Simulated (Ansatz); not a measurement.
Set up this calculation in Ansatz 0.2.0, as the native input.

| Property | Result |
| --- | --- |
| Task | relaxation of cell and atoms |
| Functional | PBEsol |
| Potentials or basis | Ansatz PAW |
| Cutoff | 420 eV (not typed: the program's choice for these potentials) |
| k mesh | 9 × 6 × 6 |
| Occupations | fermi-dirac, width 0.05 eV |
| Spin | no spin polarisation |
| Target pressure | 30 GPa |
| Target pressure (GPa) | 30 |

Crystal: W.

```
W
1.0
     2.80966    0.00000    0.00000
     0.00000    4.86387    0.00000
     0.00000    0.00000    4.92370
W
4
Cartesian
  2.2285 4.5567 3.6928
  0.5811 2.1247 3.6928
  0.5811 0.3072 1.2309
  2.2285 2.7391 1.2309
```

This isn't the form of W at room conditions, which is bcc.

These files were run (other wordings do the same):

input.yaml

```yaml
crystal:
  lattice:
    - [2.809662, 0.0, 0.0]
    - [0.0, 4.86387, 0.0]
    - [0.0, 0.0, 4.923695]
  atoms:
    - { symbol: W, position: [0.793172, 0.936843, 0.75] }
    - { symbol: W, position: [0.206828, 0.436843, 0.75] }
    - { symbol: W, position: [0.206828, 0.063157, 0.25] }
    - { symbol: W, position: [0.793172, 0.563157, 0.25] }
hamiltonian:
  xc: pbesol
  pseudopotentials: { kind: paw }
kpoints:
  mp_grid: { grid: [9, 6, 6] }
scf:
  occupations: { method: fermi_dirac, width: 0.05 }
output:
  forces: true
  stress: true
  eigenvalues: true
relax:
  f_tol: 0.01
  max_steps: 40
  cell: { stress_tol: 0.05, p_target: 30.0 }
```

Potentials or basis: Ansatz PAW.

The run is started by

```bash
$ ansatz run input.yaml --threads 2 --pin off --max-ram 5632MiB --backend cpu --events-out ev --progress --plain --runs-dir out
```

It gave:

```
Relaxed volume                                         : 14.51 Å³/atom
Relaxed cell                                           : a = 3.084 Å, b = 4.338 Å, c = 4.338 Å, α = 90.00°, β = 90.00°, γ = 90.00°
Space group after relaxing (to 0.05 Å)                 : Im-3m (No. 229)
Energy change on relaxing (the enthalpy is what falls) : -426.4 meV/atom
Ionic steps                                            : 12
Pressure after relaxing                                : 30.0 GPa
Band gap on the k mesh                                 : none (metal or under the smearing width)
```

Caveat: the plane-wave basis is chosen anew once the cell has moved, so the energies of steps on either side of that aren't comparable; the PAW data sets come from PBE, with cores solved anew for the run's functional, which leaves a small shift of forces and pressure.

It took 58 s on 2 threads of Arm Neoverse V1 (shared host), peak memory 0.39 GiB.
